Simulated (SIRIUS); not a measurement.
**PbO2 under changes of volume**

One of the cells (13.414 Å³/atom); the others are scaled copies at fixed shape and fractional positions:

```
CELL_PARAMETERS angstrom
0.00000 2.71989 2.71989
2.71989 0.00000 2.71989
2.71989 2.71989 0.00000
ATOMIC_POSITIONS crystal
Pb 0.00000 0.00000 0.00000
O 0.75000 0.75000 0.75000
O 0.25000 0.25000 0.25000
```

The cell comes from a database or a generator and needn't be the stable form of this composition.

- Program: SIRIUS 7.10.0
- Functional: PBEsol
- Potentials or basis: PseudoDojo 0.4.1 PBEsol standard (scalar relativistic)
- Cutoff: 1152 eV
- Density cutoff: 4606 eV
- k mesh: 9 × 9 × 9
- Occupations: fermi-dirac, width 0.05 eV
- Spin: no spin polarisation

```csv
volume (Å³/atom),energy over the lowest point (meV/atom),pressure (GPa)
12.362,?,?
12.625,0.00,1.0
12.888,0.83,-2.1
13.414,16.33,-7.2
13.677,29.93,-9.3
13.940,46.81,-11.2
```

Question: What does the run at 12.362 Å³/atom give?

Answer: Energy over the lowest point 4.59 meV/atom; pressure 4.5 GPa.

Worked out: A Birch-Murnaghan fit of order 3 (a polynomial in V^(-2/3)) to the other rows has its minimum at 12.71 Å³/atom with B0 = V·E''(V) = 154 GPa and B' = 5.1. It gives 4.62 meV/atom at 12.362 Å³/atom, against the run's 4.59, and -dE/dV = 4.6 GPa, against 4.5.

Energies are extrapolated to zero smearing.
